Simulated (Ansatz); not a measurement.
# Rhenium, beta-Sn type under RPBE: ground state and equation of state

The plan for rhenium in the beta-Sn type structure: relax it, solve it on a dense k-mesh, then scale the cell to 7 volumes from 88 to 112 % of the relaxed one and try a fit of the equation of state. Spin polarisation is left out. The k-meshes are 13×13×9 for the relaxation; 24×24×12 for the dense run; 16×16×8 for the volumes.

Method: DFT RPBE, plane waves (420 eV) with PAW, scalar-relativistic; PBE-made PAW files, in Ansatz 0.2.0.

### Step 1. Starting point

It takes space group I4_1/amd (No. 141, tetragonal). Conventional cell: a = 4.837 Å, b = 4.837 Å, c = 2.641 Å, α = 90.00°, β = 90.00°, γ = 90.00°. Re (site symmetry -4m2) has 6 Re at 2.51 to 2.64 Å as nearest neighbours.

Coordinates:

```xyz
2
Lattice="-2.4186 2.4186 1.3206 2.4186 -2.4186 1.3206 2.4186 2.4186 -1.3206" Properties=species:S:1:pos:R:3 pbc="T T T"
Re    0.0000    0.0000    0.0000
Re    0.0000    2.4186    0.6603
```

### Step 2. Geometry optimisation

The input, input.yaml:

```yaml
crystal:
  lattice:
    - [-2.4186077807, 2.4186077807, 1.3205598483]
    - [2.4186077807, -2.4186077807, 1.3205598483]
    - [2.4186077807, 2.4186077807, -1.3205598483]
  atoms:
    - { symbol: Re, position: [0.0, 0.0, 0.0] }
    - { symbol: Re, position: [0.75, 0.25, 0.5] }
hamiltonian:
  xc: rpbe
  pseudopotentials:
    kind: paw
    azcp:
      Re: "pseudopotentials/Re.paw.azcp"
basis:
  ecutwfc: 420
  fft_grid_basis: typed
kpoints:
  mp_grid: { grid: [13, 13, 9], shift: [0, 0, 0] }
magnetization:
  spin_polarized: false
scf:
  occupations: { method: fermi_dirac, width: 0.1 }
relax:
  max_steps: 60
  f_tol: 0.01
  cell: {}
```

The runs that follow: The energy on a finer k-mesh; Volume × 0.88; Volume × 0.92; Volume × 0.96; Volume × 1.0; Volume × 1.04; Volume × 1.08; Volume × 1.12.

What does the calculation give? Wanted: space group; conventional cell; volume; shortest distance; gap on the mesh; V₀, B₀, B₀′.

As calculated:

```
                      quantity                                   value
space group (spins left aside)                      P6_3/mmc (No. 194)
             conventional cell  a = 2.786 Å, c = 4.498 Å (c/a = 1.615)
                        volume                          15.114 Å³/atom
             shortest distance                                 2.764 Å
               gap on the mesh            none (levels filled in part)
                   V₀, B₀, B₀′            15.108 Å³/atom, 352 GPa, 4.5
```

What this shows: The relaxation shrank the cell by 2.2 % in volume. What began as beta-Sn type has relaxed into hcp. What follows belongs to that structure, not to the type named at the start. The mesh has less symmetry than the lattice, which may have let the distortion in. No gap shows: it is a metal or semimetal at this level. B₀ comes out at 352 GPa, among the stiffest elements; letting shape and positions relax at each volume could only lower it.
